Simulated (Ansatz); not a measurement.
ZnTe:
```xyz
2
Lattice="0.0000 3.0896 3.0896 3.0896 0.0000 3.0896 3.0896 3.0896 0.0000" Properties=species:S:1:pos:R:3 pbc="T T T"
Te     4.6344     4.6344     4.6344
Zn     0.0000     0.0000     0.0000
```

Relaxed with PBE.

### Question
Give the Bader charges and basin volumes of the independent atoms, DFT-PBE in the program Ansatz with PAW potentials.

### Answer


```json
[
 {"atom": "Te1", "Bader charge (e)": "-0.52", "Bader volume (Å³)": "40.6"},
 {"atom": "Zn2", "Bader charge (e)": "+0.52", "Bader volume (Å³)": "18.3"}
]
```

Space group F-43m (zinc blende). The PBE relaxation kept the symmetry of its start. Scalar-relativistic: spin–orbit coupling is off unless named, which matters more the heavier the elements.

Potentials: the later of the program's two PAW sets.
